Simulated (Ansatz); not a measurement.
The system is Re.

```
CELL_PARAMETERS angstrom
2.76080 0.00000 0.00000
-1.38040 2.39092 0.00000
0.00000 0.00000 4.45820
ATOMIC_POSITIONS crystal
Re 0.66667 0.33333 0.75000
Re 0.33333 0.66667 0.25000
```

Base run:

| Quantity | Value |
| --- | --- |
| Program | Ansatz 0.2.0 |
| Functional | PBE |
| Potentials or basis | Ansatz PAW |
| Cutoff | 350 eV |
| Density cutoff | 1400 eV |
| k mesh | 11 × 11 × 6 |
| Occupations | fermi-dirac, width 0.05 eV |
| Spin | no spin polarisation |

Its results: band gap on the k mesh none (metal or under the smearing width); pressure 6.0 GPa.

**Question.** After a change of settings the same cell gave: band gap on the k mesh none (metal or under the smearing width); pressure -10.3 GPa. Which change was it?
A. cutoff from 350 eV to 420 eV (not typed: the program's choice for these potentials); k mesh from 11 × 11 × 6 to 19 × 19 × 11
B. functional from PBE to SVWN5; cutoff from 350 eV to 420 eV (not typed: the program's choice for these potentials)
C. functional from PBE to RPBE; cutoff from 350 eV to 420 eV (not typed: the program's choice for these potentials)

**Answer.** B.

SVWN5 binds more tightly than PBE, so the same cell stands under less pressure.

Caveats: the cutoff lies under the one recommended for these potentials (some runs); spin-orbit coupling is left out, which moves the levels of the heavy elements (some runs); the PAW data sets come from PBE, with cores solved anew for the run's functional, which leaves a small shift of forces and pressure (some runs).
